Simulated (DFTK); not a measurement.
HfC, 2 atoms in the cell. The structure is cubic, space group Fm-3m (No. 225). Conventional cell: a = 4.650 Å, b = 4.650 Å, c = 4.650 Å, α = 90.00°, β = 90.00°, γ = 90.00°. Hf (site symmetry m-3m) has 6 C at 2.33 Å as nearest neighbours. C (site symmetry m-3m) has 6 Hf at 2.33 Å as nearest neighbours. 

```yaml
Program: DFTK 0.8.2
Task: band structure
Functional: TASK
Potentials_or_basis: SG15 1.2 (PBE)
Cutoff: 1225 eV
k_mesh: 8 × 8 × 8
Occupations: fermi-dirac, width 0.05 eV
Spin: no spin polarisation
Valence_electrons: C 4, Hf 26
SCF_tolerance_on_the_density: 1e-06
```

Potentials or basis: SG15 1.2 (PBE).

Launch:

```bash
$ julia --threads=1 run.jl  # save.jl only writes the numbers to a file and isn't shown; printed stress counts tension as positive; times include loading and compiling
```

Hardware: 1 thread of Intel(R) Xeon(R) 6975P-C (Granite Rapids), with other jobs on the host.

**Question.** Estimate the wall time of this run.

**Answer.** It took 5 min on 1 thread of Intel(R) Xeon(R) 6975P-C (Granite Rapids), on a shared host, peak memory 1.7 GiB. Counts: scf iterations 14, k points 29, plane waves 2468, bands 20.
